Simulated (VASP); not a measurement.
Wanted: the native input for a VASP 6.6.1 run.

```yaml
Task: relaxation of cell and atoms
Functional: PBE
Potentials_or_basis: VASP PAW PBE potentials, release 64 (Be, Te)
Cutoff: 520 eV
k_mesh: 7 × 7 × 7
Occupations: gaussian, width 0.03 eV
Spin: no spin polarisation
Further_INCAR_settings: ALGO = Normal; EDIFF = 1e-07; IBRION = 2; POTIM = 0.3; EDIFFG = -0.005; NSW = 60; ISIF = 3
```

The structure of BeTe lies in POSCAR:

```
BeTe                                    
1.0
    0.0000000000      2.8342600870      2.8342600870
    2.8342600870      0.0000000000      2.8342600870
    2.8342600870      2.8342600870      0.0000000000
  Be              Te            
     1     1
Direct
     0.0000000000000000    0.0000000000000000    0.0000000000000000
     0.2500000000000000    0.2500000000000000    0.2500000000000000
```

The cell was built by a generator and needn't be a form met in nature.

The input as run:

INCAR

```
ALGO = Normal
EDIFF = 1E-7
EDIFFG = -0.005
ENCUT = 520
GGA = PE
IBRION = 2
ISIF = 3
ISMEAR = 0
LASPH = True
LCHARG = False
LREAL = False
LWAVE = False
NELM = 120
NSW = 60
POTIM = 0.3
PREC = Accurate
SIGMA = 0.03
```

KPOINTS

```
k-points
0
Gamma
  7 7 7
```

Potentials or basis: VASP PAW PBE potentials, release 64 (Be, Te).

Run with:

```console
$ cat potpaw_PBE.64/Be/POTCAR potpaw_PBE.64/Te/POTCAR > POTCAR
$ mpirun -np 1 vasp_std > vasp.out
```

Results of the run:

```
Pressure after relaxing : 0.0 GPa
Band gap on the k mesh  : 2.07 eV, indirect (least direct gap 3.63 eV)
```

Caveat: the relaxation stopped at its first step, so nothing moved; spin-orbit coupling is left out, which moves the levels of the heavy elements; an odd mesh through Γ misses points on the zone boundary, where band edges often lie.

Run time: 8.7 s on 1 thread of Intel(R) Xeon(R) Platinum 8259CL CPU @ 2.50GHz (Skylake/Cascade Lake) (shared host), peak memory 0.16 GiB.
